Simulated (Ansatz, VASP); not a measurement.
## Be: VASP beside Ansatz

Contents of INCAR:

```
SYSTEM = Be
  PREC = Accurate
  ENCUT = 520
  EDIFF = 1E-7
  ISMEAR = -1
  SIGMA = 0.05
  LREAL = .FALSE.
  LASPH = .TRUE.
  NELM = 100
  ALGO = Normal
  ISIF = 2
  LWAVE = .FALSE.
  LCHARG = .FALSE.
  GGA = PE
  NBANDS = 9
```

KPOINTS

```
Automatic mesh
0
G
  13 13 8
  0 0 0
```

The input POSCAR:

```
Be
1.0
    2.2386481342      0.0000000000      0.0000000000
   -1.1193240671      1.9387261544      0.0000000000
    0.0000000000      0.0000000000      3.5110325309
Be
2
Direct
    0.6666666667      0.3333333333      0.7500000000
    0.3333333333      0.6666666667      0.2500000000
```

File input.yaml:

```yaml
crystal:
  lattice:
    - [2.2386481342, 0.0, 0.0]
    - [-1.1193240671, 1.9387261544, 0.0]
    - [0.0, 0.0, 3.5110325309]
  atoms:
    - { symbol: Be, position: [0.6666666667, 0.3333333333, 0.75] }
    - { symbol: Be, position: [0.3333333333, 0.6666666667, 0.25] }
hamiltonian:
  xc: pbe
  pseudopotentials: { kind: paw }
kpoints:
  mp_grid: { grid: [13, 13, 8] }
scf:
  occupations: { method: fermi_dirac, width: 0.05 }
output:
  forces: true
  stress: true
  eigenvalues: true
  write_density: true
  write_potential: true
  elf: true
  volumetric_format: npy
```

Change from the starting cell: volume scaled by 0.94.

Alike in both runs: task single point; functional PBE; k mesh 13 × 13 × 8; occupations fermi-dirac, width 0.05 eV; no spin polarisation.

|  | VASP | Ansatz |
| --- | --- | --- |
| version | VASP 6.6.1 | Ansatz 0.2.0 |
| potentials or method | VASP PAW PBE potentials, release 64 (Be) | Ansatz PAW |
| plane-wave cutoff (eV) | 520 | 420 |
| valence electrons in the cell | 4 | 4 |

```csv
,VASP,Ansatz,Ansatz less VASP
gap on the k mesh at the Fermi level (eV),none,none,-
pressure (GPa),5.2,5.0,-0.18
```

A gap of «none» marks a metal or a gap that the smearing closes.
